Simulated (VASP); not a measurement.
Wanted: the native input for a VASP 6.6.1 run.

```
Task                   : relaxation of the atoms
Functional             : PBE
Potentials or basis    : VASP PAW PBE potentials, release 64 (Hg, Te)
Cutoff                 : 600 eV
k mesh                 : 10 × 10 × 10
Occupations            : gaussian, width 0.03 eV
Spin                   : no spin polarisation
Further INCAR settings : ALGO = Normal; EDIFF = 1e-07; IBRION = 2; EDIFFG = -0.01; NSW = 40
```

The structure of HgTe (Coloradoite) lies in POSCAR:

```
HgTe                                    
1.0
    0.0000000000      3.3713884368      3.3713884368
    3.3713884368      0.0000000000      3.3713884368
    3.3713884368      3.3713884368     -0.0000000000
  Hg              Te            
     1     1
Direct
     1.0000000000000000    0.0000000000000000    1.0000000000000000
     0.2500000000000000    0.2500000000000000    0.2500000000000000
```

The cell isn't the ideal one: a relaxed cell with its volume scaled by 1.04.

These files were run (other wordings do the same):

INCAR

```
SYSTEM = HgTe
ALGO = Normal
EDIFF = 1E-7
EDIFFG = -0.01
ENCUT = 600
GGA = PE
IBRION = 2
ISIF = 2
ISMEAR = 0
LASPH = .True.
LCHARG = .False.
LREAL = .False.
LWAVE = .False.
NELM = 80
NSW = 40
PREC = Accurate
SIGMA = 0.03
```

KPOINTS

```
k-points
0
Gamma
  10 10 10
  0 0 0
```

Potentials or basis: VASP PAW PBE potentials, release 64 (Hg, Te).

The run is started by

```console
$ cat potpaw_PBE.64/Hg/POTCAR potpaw_PBE.64/Te/POTCAR > POTCAR
$ mpirun -np 1 vasp_std > vasp.out
```

It gave:

```yaml
Pressure_after_relaxing: -1.2 GPa
Band_gap_on_the_k_mesh: none (metal or under the smearing width)
```

Caveat: the relaxation stopped at its first step, so nothing moved.

Wall time 47 s on 1 thread of Intel(R) Xeon(R) Platinum 8259CL CPU @ 2.50GHz (Skylake/Cascade Lake) (shared host), peak memory 0.27 GiB.
